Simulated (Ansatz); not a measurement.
**Stability checks on a candidate for NaH**

The cell was found from a structure generator's guess, not taken from experiment.

All numbers below come from DFT PBE, scalar-relativistic, plane waves, PAW in Ansatz 0.2.0. Cutoff 420 eV, Γ-centred 12×12×2 mesh (8-atom cell), Gaussian smearing of 0.02 eV, no spin polarisation.

```
Na H
1.0
     3.37675    0.00000    0.00000
    -1.68837    2.92435    0.00000
     0.00000    0.00000   11.48954
Na H
4 4
Direct
  0.66667 0.33333 0.87808
  0.33333 0.66667 0.12192
  0.33333 0.66667 0.37808
  0.66667 0.33333 0.62192
  0.00000 0.00000 0.00000
  0.00000 0.00000 0.50000
  0.66667 0.33333 0.25000
  0.33333 0.66667 0.75000
```

Energies over the elements count from the elements' standard structures at the same level (H₂ as a molecule), with no fitted energy shifts.

Problem. These tests were run: energy against the elements; random kick, then relaxation without symmetry; phonons on a 3×3×1 q mesh; elastic tensor. What do they show?

Solution.

```
                                         test                         result
                  energy against the elements                 −0.173 eV/atom
random kick, then relaxation without symmetry                        returns
                    phonons on a 3×3×1 q mesh  no imaginary mode on the mesh
                               elastic tensor         least eigenvalue 9 GPa
```

It fails none of these tests. Whether a mixture of other phases lies lower isn't tested here.

With hydrogen, zero-point motion can shift formation energies by some tens of meV/atom. The kick test ran on a coarse mesh. The run for the phonons used a 12×12×2 k mesh. The run for the elastic tensor used a 12×12×2 k mesh.
